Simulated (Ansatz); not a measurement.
# TiO2 (P4_2/mnm) under several functionals

**Measured values to compare with.**

“Phonon quarticity induced by changes in phonon-tracked hybridization during lattice expansion and its stabilization of rutile TiO2”, 2015, arxiv:1502.04667 quotes, for a powder of TiO2 at 300 K: lattice constant a 4.592 Å; lattice constant c 2.958 Å.

Plane-wave DFT in Ansatz with scalar-relativistic PAW potentials. The same structure was relaxed (cell and atoms, symmetry kept) in separate runs at each level; U_eff on d shells: Ti 4 eV. No spin polarisation.

| level | cutoff (eV) | k mesh | V (Å³/atom) | a (Å) | c (Å) | gap (eV) | B0 (GPa) |
| --- | --- | --- | --- | --- | --- | --- | --- |
| r2SCAN | 500 | 6×6×10 | 10.402 | 4.597 | 2.954 | 2.22 | 227 |
| PBE+D3(BJ) | 420 | 6×6×10 | 10.456 | 4.608 | 2.954 | 1.87 | – |
| PBE | 420 | 6×6×10 | 10.650 | 4.643 | 2.964 | 1.86 | 201 |
| PBE+U | 420 | 6×6×10 | 10.789 | 4.640 | 3.007 | 2.26 | 200 |

**Question.** Where does PBEsol (420 eV, k mesh 6×6×10) fall?

**Answer.** V (Å³/atom) 10.325, a (Å) 4.591, c (Å) 2.939, gap (eV) 1.87. Its volume is the smallest of the set. The usual order of volumes, PBEsol < PBE, holds here (10.325, 10.650 Å³/atom). As a rule PBEsol, built on the gradient expansion of slowly varying densities, lies between LDA and PBE; PBE's stronger gradient term for exchange weakens bonds. Adding D3 to PBE changes the volume by -1.8 %; the term is attractive, so it pulls cells in. In ionic crystals its C6 for cations, set by coordination number and not by charge, is often too large, so it can pull in too far. The Hubbard U changes PBE's volume by 1.3 %; as a rule localising d electrons weakens their share of the bonding and swells the cell. r2SCAN lies 2.3 % under PBE in volume. B0 goes from 226.6 to 200.2 GPa as the volume grows by 3.7 %; on one curve with B' = 5.3 the volume alone, B ∝ V^(−B'), would give 187.1 GPa, and the rest of the difference is the functional's own stiffness. Each gap belongs to its own cell, so it mixes the functional's effect with that of the volume; gaps are the least found on the k mesh or on a band path.

For PBE: Measured lattice constant a of TiO2: 4.592 Å (300 K; powder; quoted in “Phonon quarticity induced by changes in phonon-tracked hybridization during lattice expansion and its stabilization of rutile TiO2”, 2015, arxiv:1502.04667). This calculation gives 4.643 Å (+1.1 %). 3 values of this kind are on record in papers (4.592 to 4.594 Å); this one was drawn at random among those near their median. Measured lattice constant c of TiO2: 2.958 Å (300 K; powder; quoted in “Phonon quarticity induced by changes in phonon-tracked hybridization during lattice expansion and its stabilization of rutile TiO2”, 2015, arxiv:1502.04667). This calculation gives 2.964 Å (+0.2 %). 2 values of this kind are on record in papers (2.958 to 2.959 Å); this one was drawn at random among those near their median. The calculations are for 0 K without zero-point motion.